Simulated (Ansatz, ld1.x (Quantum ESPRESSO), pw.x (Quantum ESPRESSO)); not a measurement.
thallium (Tl): does the RRKJ potential hold in the solid?

```
Element                 : Tl
Generator               : ld1.x (Quantum ESPRESSO) 7.5
Type                    : norm-conserving RRKJ (Kleinman–Bylander form)
Functional              : PBE
Relativity              : scalar-relativistic
Frozen core             : [Xe] 4f14
Valence charge          : 13
Reference configuration : 5d10 6s2 6p1
Partial waves           : 6s (bound): rc 1.85 bohr; 5d (bound): rc 2.10 bohr; 6p (bound): rc 2.25 bohr
Local potential         : the p channel
Core correction         : Bessel-smoothed model core inside 1.70 bohr
rho0                    : 0.005
```

Atomic tests: cutoffs needed: 40 Ry and 50 Ry (the cutoffs (Ry, on a coarse ladder) from which the occupation-weighted sum of valence levels, in a spherical-Bessel basis at the reference potential, stays within 10 and 1 mRy of its value at 400 Ry); ghost test: no extra level below or beside the all-electron valence levels (s, d, p, f tested) (spherical-Bessel basis up to 400 Ry, 20 bohr box); largest excitation error: -108 meV (all-electron minus pseudo) for 5d10 6s0 6p0, out of 7 test configurations.

Crystal test: bcc Tl in pw.x 7.5, no spin, 12³ k-points, Fermi–Dirac smearing 0.01 Ry, cutoffs 60/240 Ry. The reference is all-electron LAPW (Ansatz 0.2.0) with the same functional, mesh and smearing; V0 and B0 come from Birch–Murnaghan fits to the pressures at five volumes. Errors are pseudo minus all-electron; Δ is the rms difference of the E(V) curves that follow from these fits, minima aligned, over ±6 % about the mean V0. Mesh and smearing are coarse, so the numbers serve the comparison and aren't converged zero-temperature values; the lattice is a test structure that the element need not adopt.

All-electron: a0 = 3.980 Å (V0 = 31.52 Å³/atom), B0 = 25.8 GPa.

Task: How far does the potential miss the all-electron equation of state?

Result: mean pressure error (GPa): +0.74; a0 (Å): 4.017; a0 error (%): +0.92; B0 error (%): -0.8; Δ (meV/atom): 5.0. This is a poor potential for the solid.

| V (Å³/atom) | P all-electron (GPa) | P pseudo (GPa) |
| --- | --- | --- |
| 30.188 | 1.25 | 2.19 |
| 30.983 | 0.46 | 1.29 |
| 31.777 | -0.21 | 0.52 |
| 32.571 | -0.78 | -0.13 |
| 33.366 | -1.26 | -0.70 |

Task: At the middle volume, how do free energy and pressure move when the wave cutoff is lowered (ecutrho kept at four times it)?

Result:

| cutoff (Ry) | shift of F (meV/atom) | shift of P (GPa) |
| --- | --- | --- |
| 27 | +6386.5 | -174.30 |
| 36 | +229.5 | -12.68 |
| 48 | +11.0 | -0.03 |

The run at the middle volume (72 k-points, 6 iterations) took about 20 s on one core of a shared host (Neoverse-V1, 32 threads, 247 GiB, load 20).
